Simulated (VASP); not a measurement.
Set up this calculation in VASP 6.6.1, as the native input.

```yaml
Task: density of states
Functional: PBE
Dispersion: rVV10
Potentials_or_basis: VASP PAW PBE potentials, release 54 (Ta_pv, H)
Cutoff: 520 eV
k_mesh: 6 × 6 × 5
Occupations: fermi-dirac, width 0.05 eV
Spin: spin-orbit coupling, no magnetisation
k_mesh_for_the_DOS: 9 × 9 × 8
Further_INCAR_settings: ALGO = Normal; EDIFF = 1e-06
```

Crystal: Ta2H3.

```xyz
5
Lattice="3.7775 0.0000 0.0000 -1.8888 3.2714 0.0000 0.0000 0.0000 4.6071" Properties=species:S:1:pos:R:3 pbc="T T T"
Ta    1.8888    1.0905    3.8569
Ta    0.0000    2.1810    0.7502
H     0.0000    0.0000    0.0000
H     1.8888    1.0905    1.6110
H     0.0000    2.1810    2.9961
```

The cell was built by a generator and needn't be a form met in nature.

The cell isn't the ideal one: volume scaled by 1.08.

These files were run (other wordings do the same):

POSCAR

```
Ta2H3
1.0
    3.7775227885      0.0000000000      0.0000000000
   -1.8887613942      3.2714307013      0.0000000000
    0.0000000000      0.0000000000      4.6071087203
Ta H
2 3
Direct
    0.6666666700      0.3333333300      0.8371703600
    0.3333333300      0.6666666700      0.1628296400
    0.0000000000      0.0000000000      0.0000000000
    0.6666666700      0.3333333300      0.3496741700
    0.3333333300      0.6666666700      0.6503258300
```

INCAR.step1

```
  PREC = Accurate
  ENCUT = 520
  EDIFF = 1E-6
  ISMEAR = -1
  SIGMA = 0.05
  LREAL = F
  LASPH = T
  NELM = 80
  ALGO = Normal
  ISIF = 2
  LWAVE = F
  LCHARG = T
  MAGMOM = 0 0 0 0 0 0 0 0 0 0 0 0 0 0 0
  LSORBIT = T
  GGA_COMPAT = F
  LMAXMIX = 4
  GGA = PE
  LUSE_VDW = T
  IVDW_NL = 2
  BPARAM = 10.0
  CPARAM = 0.0093
```

KPOINTS.step1

```
Automatic mesh
0
Gamma
  6 6 5
```

INCAR.step2

```
  PREC = Accurate
  ENCUT = 520
  EDIFF = 1E-6
  ISMEAR = -5
  SIGMA = 0.05
  LREAL = F
  LASPH = T
  NELM = 80
  ALGO = Normal
  ISIF = 2
  LWAVE = F
  LCHARG = F
  MAGMOM = 0 0 0 0 0 0 0 0 0 0 0 0 0 0 0
  LORBIT = 10
  LSORBIT = T
  GGA_COMPAT = F
  LMAXMIX = 4
  GGA = PE
  LUSE_VDW = T
  IVDW_NL = 2
  BPARAM = 10.0
  CPARAM = 0.0093
  NEDOS = 2001
  ICHARG = 11
```

KPOINTS.step2

```
Automatic mesh
0
Gamma
  9 9 8
```

Potentials or basis: VASP PAW PBE potentials, release 54 (Ta_pv, H).

Command:

```sh
$ cat potpaw_PBE.54/Ta_pv/POTCAR potpaw_PBE.54/H/POTCAR > POTCAR
$ cp INCAR.step1 INCAR
$ cp KPOINTS.step1 KPOINTS
$ mpirun -np 1 vasp_ncl > vasp.out
$ cp INCAR.step2 INCAR
$ cp KPOINTS.step2 KPOINTS
$ mpirun -np 1 vasp_ncl > vasp.out
```

Results of the run:

```
Valence electrons inside the program's atomic spheres : Ta 8.91; H 0.48
```

Wall time 5.2 min on 1 thread of Intel(R) Xeon(R) Platinum 8375C CPU @ 2.90GHz (Ice Lake), on a shared host, peak memory 0.56 GiB.
